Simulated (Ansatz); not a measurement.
Runs of Ansatz 0.2.0 on Zn. It takes space group Fm-3m (No. 225, cubic). Conventional cell: a = 3.930 Å, b = 3.930 Å, c = 3.930 Å, α = 90.00°, β = 90.00°, γ = 90.00°. Around Zn (site symmetry m-3m) lie 12 Zn at 2.78 Å. This isn't the form of Zn at room conditions, which is hcp.

| task | level | cell | k mesh | cutoff (eV) | points for each segment of the path | target pressure (GPa) | mesh quality | gap on the mesh (eV) | pressure (GPa) |
| --- | --- | --- | --- | --- | --- | --- | --- | --- | --- |
| band structure | PBEsol | as given | 7 × 7 × 7 | 420 | 14 | - | coarse | none | -5.7 |
| band structure | LDA | as given | 7 × 7 × 7 | 420 | 14 | - | coarse | none | -9.2 |
| relaxation of cell and atoms | PBEsol | relaxed to 2 GPa | 12 × 12 × 12 | 420 | - | 2 | not flagged | none | 2.0 |
| relaxation of cell and atoms | PBEsol | relaxed to 20 GPa | 12 × 12 × 12 | 420 | - | 20 | not flagged | none | 20.0 |
| relaxation of cell and atoms | PBEsol | relaxed to 30 GPa | 12 × 12 × 12 | 420 | - | 30 | not flagged | none | 30.0 |
| relaxation of cell and atoms | PBEsol | relaxed to 5 GPa | 12 × 12 × 12 | 420 | - | 5 | not flagged | none | 5.0 |
| relaxation of cell and atoms | PBEsol | relaxed | 12 × 12 × 12 | 420 | - | 0 | not flagged | none | 0.0 |
| relaxation of cell and atoms | PBEsol | relaxed to 10 GPa | 12 × 12 × 12 | 420 | - | 10 | not flagged | none | 10.0 |
| band structure | r2SCAN | as given | 7 × 7 × 7 | 500 | 14 | - | coarse | - | (a) |

Alike in all rows: potentials or basis Ansatz PAW; no spin polarisation; smearing fermi-dirac 0.05 eV.

Question: Estimate the missing entries.

Answer: (a) -4.9.

Caveats: some runs use coarse meshes; the PAW data sets come from PBE, with cores solved anew for the run's functional, which leaves a small shift of forces and pressure; the plane-wave basis is chosen anew once the cell has moved, so the energies of steps on either side of that aren't comparable (some runs).

A gap of «none» marks a metal or a gap under the smearing width.
